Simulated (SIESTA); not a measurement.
ZrN:

```
CELL_PARAMETERS angstrom
0.00000 2.30000 2.30000
2.30000 0.00000 2.30000
2.30000 2.30000 0.00000
ATOMIC_POSITIONS crystal
Zr 0.50000 0.50000 0.50000
N 0.00000 0.00000 0.00000
```

Base run:

| Property | Result |
| --- | --- |
| Program | SIESTA 5.4.2 |
| Functional | PW91 |
| Potentials or basis | PseudoDojo 0.4 standard (PBE files) |
| Basis | DZP (energy shift 0.003 Ry; two zetas on semicore shells) |
| Grid cutoff | 800 Ry |
| Energy shift | 0.003 Ry |
| k mesh | 10 × 10 × 10 |
| Occupations | fermi-dirac, width 0.05 eV |
| Spin | no spin polarisation |

Its results: band gap on the k mesh none (metal or under the smearing width); pressure 2.8 GPa.

Question: After a change of settings the same cell gave: band gap on the k mesh none (metal or under the smearing width); pressure 11.7 GPa. Which change was it?
A. functional from PW91 to BLYP
B. functional from PW91 to revPBE
C. functional from PW91 to AM05; potentials or basis from PseudoDojo 0.4 standard (PBE files) to PseudoDojo 0.4 standard (PBEsol files)
D. functional from PW91 to WC; potentials or basis from PseudoDojo 0.4 standard (PBE files) to PseudoDojo 0.4 standard (PBEsol files)

Answer: A.

BLYP binds less tightly than PW91, so the same cell stands under more pressure.

Caveats: the potentials were made for another functional, which shifts forces and pressure; the basis of atomic orbitals isn't converged, which shifts pressures, moduli and gaps.

Runs at the PBE level aren't shown here.
